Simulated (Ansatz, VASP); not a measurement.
# Cross-check of Mg (dimer Mg chain) between VASP and Ansatz

One calculation is typed for both programs; each brings its own data sets. How far apart do they land? The structure shown is the start of the Ansatz relaxation below; VASP solves that cell, so the two are compared at the walk's first step. Other levels of theory on this material are compared in a session of their own.

Method: plane waves, with VASP 6.6.1 beside it; single point at PBEsol, in Ansatz 0.2.0.

**1. The starting structure**

The cell holds 2 atoms: 2 Mg. Cell: a = 7.500 Å, b = 7.500 Å, c = 5.358 Å, α = 90.0°, β = 90.0°, γ = 90.0°. Vacuum lies along a and b. The structure's axis is c.

**2. Ansatz: relaxation, PBEsol**

Ansatz runs on its default PAW (the set named soft_2) files.

The two programs are compared at the cell with which this relaxation starts, whose forces are those of its first step.

Input file input.yaml:

```yaml
crystal:
  lattice:
    - [7.5, 0.0, 0.0]
    - [0.0, 7.5, 0.0]
    - [0.0, 0.0, 5.358]
  atoms:
    - { symbol: Mg, position: [0.5, 0.5, 0.0], spin: 0.5 }
    - { symbol: Mg, position: [0.5, 0.5, 0.45], spin: 0.5 }
magnetization:
  spin_polarized: true
kpoints:
  mp_grid: { grid: [1, 1, 15] }
scf:
  occupations: { method: fermi_dirac, width: 0.05 }
hamiltonian:
  xc: pbesol
relax:
  cell: { fix: [a, b, alpha, beta, gamma] }
  max_steps: 60
```

Launch:

```sh
$ ansatz run input.yaml --threads 4 --pin off --max-ram 8192MiB --backend cpu --events-out ev --progress --plain --runs-dir out
```

Numbers of over 12 decimals in the logs are rounded to 6 here.

Output:

```text
Engine: ansatz 0.2.0, aarch64-unknown-linux-gnu
Pseudopotentials: kind: paw
Pseudopotential: Mg, paw, valence charge 10, recommended cutoff 420 eV (normal), Mg.paw.azcp
Functional definition: PBEsol
  exchange = pbesol_x
  correlation = pbesol_c
Crystal: 2 atoms, lattice volume = 301.387 Å³
Basis set: ecut = 420 eV, 5929 PW (Γ), exchange–correlation on 108×108×72 points (8 copies of the dense FFT grid, shifted against one another)
Bands: 15, of which v1, the nominal top of the filled ones, is band 10 counted from 1 (9 counted from 0)
Symmetry: 16 space group operations
Space group: P4/mmm (ITA 123), of the structure as read, at distance tolerance 6.7e-5 Å
Magnetic group: BNS 123.339 (UNI 999), of the structure as read, at distance tolerance 6.7e-5 Å
k-points: 8 of 15
Non-local potential: Mg, projectors of the file, l = 0: 3, l = 1: 2, l = 2: 1
PAW form: soft (Blöchl's): semilocal exchange-correlation on the pseudo side does not see the compensation charge
PAW frozen core: Mg, regenerated for the run's functional, and the local potential with it (the file was generated under x = pbe(κ = 0.804, μ = 0.219515), c = pbe(β = 0.066725))
PAW one-centre angular grid: Mg, 110 points (default); XC on 64 Gauss nodes
Initial density: superposition of atomic densities (neutral atoms: chi_scale 0, normalization atom)
Starting moments: Σ|m| = 1 μB on 2 of 2 sites
Initial wavefunctions: pseudopotential atomic-orbital guess
Functional: x = pbesol(κ = 0.804, μ = 0.123457), c = pbesol(β = 0.046)
iter 1 solved again at ethr=2.93e-3 eV; its pass at ethr=3.10e-3 eV (dr2=5.86e-1 eV) is discarded
SCF iter   1: F=—  HF=-3820.601295 eV  |F-HF|=—  |Δ(HF+E_count)|=         —  Δρ=2.03e-2 (↑2.03e-2 ↓1.93e-2)  dr2=5.92e-1  dr2_m=1.01e0  M=0.176 μB ∫|m|=0.178 μB  β_m=0.30  ethr=2.93e-3  ⟨swp⟩=1.0  Hψ=1856  notcnv=0
preconditioner: auto → LDOS  [metal: Δε(μ)=0.067 eV  Ē_g=4.336 eV  σ=0.050 eV  W_gap=0.32  n_scr=30 (ndim 8)  ℏωp=4.3 eV  f_vac=0.595  D(μ)=3.02/eV (n_scr^D=10)]
spin=Collinear: LDOS preconditioning applied to the charge; magnetization (m = ρ↑ − ρ↓) channel mixes plain (no charge-response kernel on spin).
SCF iter   2: F=—  HF=-3820.648586 eV  |F-HF|=—  |Δ(HF+E_count)|=   4.73e-2  Δρ=1.43e-2 (↑1.43e-2 ↓1.37e-2)  dr2=3.26e-1  dr2_m=5.05e-1  M=0.188 μB ∫|m|=0.188 μB  β_m=0.30  ethr=2.93e-3  ⟨swp⟩=1.9  Hψ=255  notcnv=0
SCF iter   3: F=—  HF=-3820.623727 eV  |F-HF|=—  |Δ(HF+E_count)|=   2.49e-2  Δρ=9.74e-3 (↑9.42e-3 ↓9.74e-3)  dr2=1.16e-2  dr2_m=2.51e-1  M=0.261 μB ∫|m|=0.261 μB  β_m=0.30  ethr=1.63e-3  ⟨swp⟩=2.1  Hψ=334  notcnv=0
SCF iter   4: F=—  HF=-3820.657351 eV  |F-HF|=—  |Δ(HF+E_count)|=   3.36e-2  Δρ=6.79e-3 (↑6.73e-3 ↓6.79e-3)  dr2=6.95e-3  dr2_m=1.26e-1  M=0.276 μB ∫|m|=0.276 μB  β_m=0.30  ethr=5.82e-5  ⟨swp⟩=2.0  Hψ=352  notcnv=0
SCF iter   5: F=—  HF=-3820.671927 eV  |F-HF|=—  |Δ(HF+E_count)|=   1.46e-2  Δρ=4.84e-3 (↑4.84e-3 ↓4.71e-3)  dr2=7.57e-4  dr2_m=6.28e-2  M=0.294 μB ∫|m|=0.294 μB  β_m=0.30  ethr=3.47e-5  ⟨swp⟩=2.0  Hψ=352  notcnv=0
SCF iter   6: F=—  HF=-3820.679053 eV  |F-HF|=—  |Δ(HF+E_count)|=   7.13e-3  Δρ=3.41e-3 (↑3.34e-3 ↓3.41e-3)  dr2=2.63e-4  dr2_m=3.15e-2  M=0.310 μB ∫|m|=0.310 μB  β_m=0.30  ethr=3.78e-6  ⟨swp⟩=2.2  Hψ=404  notcnv=0
SCF iter   7: F=—  HF=-3820.682407 eV  |F-HF|=—  |Δ(HF+E_count)|=   3.35e-3  Δρ=2.41e-3 (↑2.37e-3 ↓2.41e-3)  dr2=3.79e-5  dr2_m=1.58e-2  M=0.324 μB ∫|m|=0.324 μB  β_m=1.00  ethr=1.31e-6  ⟨swp⟩=3.0  Hψ=464  notcnv=0
SCF iter   8: F=—  HF=-3820.680200 eV  |F-HF|=—  |Δ(HF+E_count)|=   2.21e-3  Δρ=1.14e-4 (↑1.14e-4 ↓9.18e-5)  dr2=2.69e-5  dr2_m=2.69e-5  M=0.358 μB ∫|m|=0.358 μB  β_m=1.00  ethr=1.90e-7  ⟨swp⟩=3.0  Hψ=506  notcnv=0
SCF iter   9: F=—  HF=-3820.683704 eV  |F-HF|=—  |Δ(HF+E_count)|=   3.50e-3  Δρ=6.63e-5 (↑6.63e-5 ↓3.97e-5)  dr2=2.56e-5  dr2_m=6.07e-6  M=0.370 μB ∫|m|=0.370 μB  β_m=1.00  ethr=1.34e-7  ⟨swp⟩=2.3  Hψ=424  notcnv=0
[...]
spin-set hold released at iteration 10 (site moments contracting): the magnetisation degrees of freedom join the quasi-Newton model from the next iteration; the mixer history was flushed
[...]
basis re-selected at this cell: Δ(F+E_penalty+E_count) = -1.756e-3 eV, ΔP = +0.010 GPa vs the last step (what re-selecting the basis moved, of the pressure what is left beyond the Pulay correction that the steps carried, after the strain that the cell walked since its last selection, with what the two solves' SCF thresholds leave and, on support functions, any second-order correction that the steps lacked; it is no measure of the basis error at this ecutwfc). The dense FFT grid was sized anew with the basis: this SCF ran on 54×54×45 points, the steps before it on 54×54×36, so part of this shift can come from that change (see relax.cell in the input reference). [rest of the remark cut]
Crystal: 2 atoms, lattice volume = 346.130 Å³
Basis set: ecut = 420 eV, 6733 PW (Γ), exchange–correlation on 108×108×90 points (8 copies of the dense FFT grid, shifted against one another)
[...]
SCF 7 converged in 5 iterations: F = -3821.413366 eV  dr2 = 3.26e-10
relax step   7: F+E_penalty+E_count = -3821.41336607 eV  Δ(F+E_penalty+E_count) = -2.484e-4 eV  max|allowed force component| = 2.743e-4 eV/Å  Δτ_max = 0.0000 Å  P = -0.159 GPa  Ω = 346.130 Å³  energy of the carried Pulay correction = -1.919e-6 eV  fix = [a, b, alpha, beta, gamma]  reactions: a -0.242, b -0.242 GPa  (5 SCF iters, dr2 threshold 8.78e-9 eV, accepted)
iter 1 solved again at ethr=4.60e-7 eV; its pass at ethr=3.10e-3 eV (dr2=9.20e-5 eV) is discarded
SCF iter   1: F=—  HF=-3821.413230 eV  |F-HF|=—  |Δ(HF+E_count)|=         —  Δρ=4.42e-6 (↑4.41e-6 ↓4.42e-6)  dr2=8.13e-8  dr2_m=1.24e-11  M=-0.000 μB ∫|m|=0.000 μB  β_m=0.30  ethr=4.60e-7  ⟨swp⟩=3.2  Hψ=2006  notcnv=0
eigensolver tolerance schedule: the retry pair's looser diagonalisation over-reported the residual by 1129.98 of it (diagonalisation noise at 0.20 of the residual, at the tolerance the schedule requests for it); recorded, not acted on — ethr = c·dr2/N_el stays at c = 1.0e-1
preconditioner: auto → Resta (q_TF=auto, 1.696 Å⁻¹)  ε∞=2.1  [insulator: Δε(μ)=0.436 eV  Ē_g=3.869 eV  σ=0.050 eV  W_gap=0.96  n_scr=30 (ndim 8)  ℏωp=4.0 eV  f_vac=0.615  D(μ)=0.16/eV (n_scr^D=0)  ε∞_Penn≈2.1  vacuum switching on, ρ_ref=1.1e-3 e/Å³]
spin=Collinear: Resta preconditioning applied to the charge; magnetization (m = ρ↑ − ρ↓) channel mixes plain (no charge-response kernel on spin).
SCF iter   2: F=—  HF=-3821.413267 eV  |F-HF|=—  |Δ(HF+E_count)|=   3.62e-5  Δρ=3.06e-6 (↑3.06e-6 ↓3.06e-6)  dr2=1.38e-8  dr2_m=7.48e-12  M=-0.000 μB ∫|m|=0.000 μB  β_m=0.40  ethr=4.07e-10  ⟨swp⟩=3.1  Hψ=420  notcnv=0
SCF iter   3: F=—  HF=-3821.413337 eV  |F-HF|=—  |Δ(HF+E_count)|=   7.07e-5  Δρ=1.34e-6 (↑1.34e-6 ↓1.34e-6)  dr2=6.02e-9  dr2_m=2.78e-12  M=-0.000 μB ∫|m|=0.000 μB  β_m=0.70  ethr=6.91e-11  ⟨swp⟩=4.0  Hψ=383  notcnv=0
SCF iter   4: F=—  HF=-3821.413368 eV  |F-HF|=—  |Δ(HF+E_count)|=   3.02e-5  Δρ=4.98e-7 (↑4.98e-7 ↓4.94e-7)  dr2=5.39e-9  dr2_m=8.01e-13  M=-0.000 μB ∫|m|=0.000 μB  β_m=0.78  ethr=3.01e-11  ⟨swp⟩=3.4  Hψ=348  notcnv=0
SCF iter   5: F=—  HF=-3821.413375 eV  |F-HF|=—  |Δ(HF+E_count)|=   7.49e-6  Δρ=2.73e-7 (↑2.72e-7 ↓2.73e-7)  dr2=9.23e-10  dr2_m=1.93e-13  M=-0.000 μB ∫|m|=0.000 μB  β_m=0.89  ethr=2.70e-11  ⟨swp⟩=3.0  Hψ=322  notcnv=0
SCF iter   6: F=—  HF=-3821.413368 eV  |F-HF|=—  |Δ(HF+E_count)|=   7.13e-6  Δρ=1.44e-7 (↑1.42e-7 ↓1.44e-7)  dr2=1.01e-10  dr2_m=3.74e-14  M=-0.000 μB ∫|m|=0.000 μB  β_m=0.94  ethr=4.61e-12  ⟨swp⟩=3.0  Hψ=340  notcnv=0
SCF iter   7: F=-3821.413368 eV  HF=-3821.413368 eV  |F-HF|=1.66e-10  |Δ(HF+E_count)|=   6.55e-9  Δρ=5.51e-8 (↑5.41e-8 ↓5.51e-8)  dr2=1.77e-11  dr2_m=6.80e-15  M=-0.000 μB ∫|m|=0.000 μB  ethr=1.00e-12  ⟨swp⟩=4.1  Hψ=958  notcnv=0
the starting moments were not kept: the SCF closed with an absolute magnetisation of 2.1e-7 μB, where they sum to 1 μB in size (2 sites). That is at most 0.1 of that sum. Measured as dr2_m measures the in/out step, that magnetisation stands 2.1e-15 eV from none, at or under the dr2_threshold of 2.0e-11 eV: it is no larger than a step whose dr2_m would equal this threshold.
SCF 8 converged in 7 iterations: F = -3821.413368 eV  dr2 = 1.77e-11
relax step   8: F+E_penalty+E_count = -3821.41336787 eV  Δ(F+E_penalty+E_count) = -1.801e-6 eV  max|allowed force component| = 2.744e-4 eV/Å  Δτ_max = 0.0000 Å  P = -0.159 GPa  Ω = 346.130 Å³  fix = [a, b, alpha, beta, gamma]  reactions: a -0.242, b -0.242 GPa  stress off target by 5.71e-3 GPa on what of the cell is left free  SCF on the basis re-selected at this cell (its energy is not comparable with the rows above)  (7 SCF iters)
basis re-selected at this cell: Δ(F+E_penalty+E_count) = -1.801e-6 eV, ΔP = -0.000 GPa vs the last step (what re-selecting the basis moved, of the pressure what is left beyond the Pulay correction that the steps carried, after the strain that the cell walked since its last selection, with what the two solves' SCF thresholds leave and, on support functions, any second-order correction that the steps lacked; it is no m [...]
SCF converged after 7 iterations
Magnetization: -0.0000 μB (10.0000 up, 10.0000 down)
Absolute magnetization: 0.0000 μB (∫|ρ↑−ρ↓|, with the PAW one-centre terms)
Spin contamination: 0.0000 ħ² per cell (⟨S²⟩ above its minimum at these occupations)
Per-site moments (μB) at R_I (Å): [(-2.744775363664601e-9, 1.269112), (-2.7447752655522816e-9, 1.269112)]
Free energy (F): -3821.413368 eV
Harris-Foulkes:  -3821.413368 eV  (|F-HF|=1.66e-10)
Internal energy: -3821.410999 eV  (E = F + TS)
E sigma→0 (E₀):  -3821.412184 eV
Entropy (-TS):   -0.002368 eV (-1.184 meV/atom)
Fermi energy:    -1.068806 eV
--- Per-component energies (eV) ---
  E_band       = -866.133302
  E_kinetic    = 145.889377
  E_local      = -5007.453457  (includes V_loc(G=0)·N_el)
  E_nonlocal   = 194.836399
  E_hartree    = 1962.563676
  E_xc         = -51.960929
  E_vxc        = -67.269234  (∫ρ·V_xc dr)
  E_paw        = -564.226671  (= ΣΔE_a)
  E_vpaw       = -57.263743  (= ΣTr[D̂ρ^β])
  E_aug_tail   = -0.000004  (compensation charges beyond the density's cutoff)
  E_ewald      = -501.177114
  E_core_change = 0.117725  (= ΣΔE_core)
  E_smearing   = -0.002368  (= −TS)
  E_closure    = 0.000000  (closes the sum)
  Σ components = -3821.413368   (vs F -3821.413368, Δ=0.00e0)
--- Forces (eV/Å), atoms counted from 1 ---
  atom   1  Mg     0.00000000     0.00000000     0.00027444
  atom   2  Mg     0.00000000     0.00000000    -0.00027444
  max |Σ_I F_I| component: 8.08e-28 eV/Å
--- Stress (GPa, compression-positive) ---
       -0.241892       0.000000       0.000000
        0.000000      -0.241892       0.000000
        0.000000       0.000000       0.005712
  P = ⅓ Tr σ = -0.1594 GPa (-1.594 kbar)
--- Relaxed structure (6 steps of the walk, 6 accepted, 2 SCFs on fresh bases) ---
  F+E_penalty+E_count = -3821.41336787 eV   max|allowed force component| = 2.744e-4 eV/Å   (the final SCF, on the basis selected at the relaxed cell)
  cell:  # Å, volume = 346.1299 Å³
    - [7.5, 0.0, 0.0]
    - [0.0, 7.5, 0.0]
    - [0.0, 0.0, 6.153421]
  atoms:
    - { symbol: Mg, position: [0.5, 0.5, -0.025006] }
    - { symbol: Mg, position: [0.5, 0.5, 0.475006] }
```

Reading the cycles: dr2 is the Hartree energy of the density residual (eV), the measure of convergence; HF is the Harris–Foulkes estimate of the energy, which meets the free energy F at convergence.

**3. VASP: single point, PBEsol, start cell**

The same cell, functional, mesh and smearing now go to VASP, with its own data sets.

Lines of VASP's logs that name or quote its potential files are left out, and so is its time.

Input file INCAR:

```
SYSTEM = Mg
PREC = Accurate
ENCUT = 520
EDIFF = 1E-06
NELM = 200
ISMEAR = -1
SIGMA = 0.05
LREAL = .FALSE.
ALGO = Normal
GGA = PS
NBANDS = 9
ISPIN = 2
MAGMOM = -0 -0
LORBIT = 11
LWAVE = .FALSE.
LCHARG = .FALSE.
ISIF = 2
LASPH = .TRUE.
GGA_COMPAT = .FALSE.
KPAR = 2
```

Input file POSCAR:

```
Mg
1.0
    7.5000000000      0.0000000000      0.0000000000
    0.0000000000      7.5000000000      0.0000000000
    0.0000000000      0.0000000000      5.3580000000
Mg
2
Direct
    0.5000000000      0.5000000000      0.0000000000
    0.5000000000      0.5000000000      0.4500000000
```

Input file KPOINTS:

```
Automatic mesh
0
Gamma
1 1 15
0 0 0
```

The projector-augmented-wave data sets are Mg (PBE family, release 64).

Launch:

```sh
$ mpirun -np 2 vasp_std
```

Output:

```text
[banner, memory and clock lines left out]
running    2 mpi-ranks, on    1 nodes
 distrk:  each k-point on    1 cores,    2 groups
 distr:  one band on    1 cores,    1 groups

 POSCAR found type information on POSCAR Mg
 POSCAR found :  1 types and       2 ions
|                                                                             |
|               ----> ADVICE to this user running VASP <----                  |
|                                                                             |
|     You enforced a specific xc type in the INCAR file but a different       |
|     [... a line on the potential file left out ...]
|     I HOPE YOU KNOW WHAT YOU ARE DOING!                                     |
|                                                                             |

 LDA part: xc-table for (Slater+PW92), standard interpolation
 POSCAR, INCAR and KPOINTS ok, starting setup
 FFT: planning ... GRIDC
 FFT: planning ... GRID_SOFT
 FFT: planning ... GRID
 WAVECAR not read
 entering main loop
       N       E                     dE             d eps       ncg     rms          rms(c)
DAV:   1     0.567762111257E+01    0.56776E+01   -0.78688E+02   288   0.224E+02
DAV:   2     0.959766259013E-01   -0.55816E+01   -0.54865E+01   428   0.254E+01
DAV:   3    -0.107098627080E+00   -0.20308E+00   -0.20159E+00   326   0.557E+00
DAV:   4    -0.110727792818E+00   -0.36292E-02   -0.36287E-02   379   0.870E-01
DAV:   5    -0.110807101023E+00   -0.79308E-04   -0.79308E-04   385   0.118E-01    0.179E+00
DAV:   6    -0.369903307031E-01    0.73817E-01   -0.60740E-02   328   0.550E-01    0.101E+00
DAV:   7    -0.169741143023E-02    0.35293E-01   -0.10269E-01   302   0.835E-01    0.148E-01
DAV:   8    -0.592156090130E-02   -0.42241E-02   -0.89689E-03   316   0.292E-01    0.117E-01
DAV:   9    -0.613383335684E-02   -0.21227E-03   -0.81257E-04   321   0.114E-01    0.556E-02
DAV:  10    -0.612078198556E-02    0.13051E-04   -0.31946E-04   297   0.501E-02    0.166E-02
DAV:  11    -0.636314658817E-02   -0.24236E-03   -0.18352E-04   296   0.601E-02    0.663E-03
DAV:  12    -0.640222485508E-02   -0.39078E-04   -0.21034E-05   305   0.241E-02    0.415E-03
DAV:  13    -0.640514203191E-02   -0.29172E-05   -0.55224E-06   295   0.137E-02    0.277E-03
DAV:  14    -0.640537816585E-02   -0.23613E-06   -0.10909E-06   313   0.517E-03
   1 F= -.64053782E-02 E0= 0.15200411E-01  d E =-.432116E-01  mag=    -0.0041
```

(Continued in part 2 of 2.)

[Lines on the potential files, build, host, timing and source positions are cut from VASP's logs without a mark.]

[Logs are printed without paths, hosts, clocks, repeated set-up lines and the standing remarks that a program may print on its own settings, such as how far it seeks lower states.]

[Hosts, paths, dates, database ids (printed as entryN), source tags and the programs' standing remarks are cut or masked in the printed files.]
